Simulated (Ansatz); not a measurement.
Na₂S: excitons and shallow donors from band masses and screening

Method: DFT PBE, scalar-relativistic, plane waves, PAW (Ansatz 0.2.0).

Settings: cutoff 420 eV, Γ-centred mesh 8×8×8 on the computed 3-atom cell, Gaussian smearing of 0.02 eV; no spin polarisation.

Relaxed cell: Fm-3m, a = 6.568 Å, b = 6.568 Å, c = 6.568 Å, α = 90.00°, β = 90.00°, γ = 90.00°, 3 atoms in the primitive cell.

The calculation gives a Kohn–Sham gap of 2.45 eV, an electron mass of 0.288 mₑ and a hole mass of 0.983 mₑ (harmonic means over x, y, z and over the bands degenerate at each edge), and ε∞ = 3.84 (independent particles, mean of the diagonal).

Task: Estimate the binding energy and radius of a Wannier–Mott exciton and of a shallow donor, and say whether the hydrogenic model can hold.

Result: The reduced mass is μ = mₙmₕ/(mₙ + mₕ) = 0.223 mₑ, with mₙ and mₕ the band masses. With E_b = 13.606 eV × μ/ε² and a = 0.529 Å × ε/μ (μ in mₑ) the exciton has E_b = 206 meV and a = 9.1 Å. For a donor μ is the electron mass: 267 meV and 7.0 Å. The radius isn't large against the shortest lattice vector (4.64 Å), so the continuum picture is doubtful and the numbers are only a scale. In a polar crystal the ions screen too, so a state bound more weakly than an optical phonon feels the larger static constant, which lowers the energy and widens the orbit. The other way, the small Kohn–Sham gap and the missing local fields make ε∞ too large and the masses tend to be too light, which underbinds.

Cost: 4 runs of about 0.91 core-minutes in all, on Arm Neoverse V1 (shared hosts).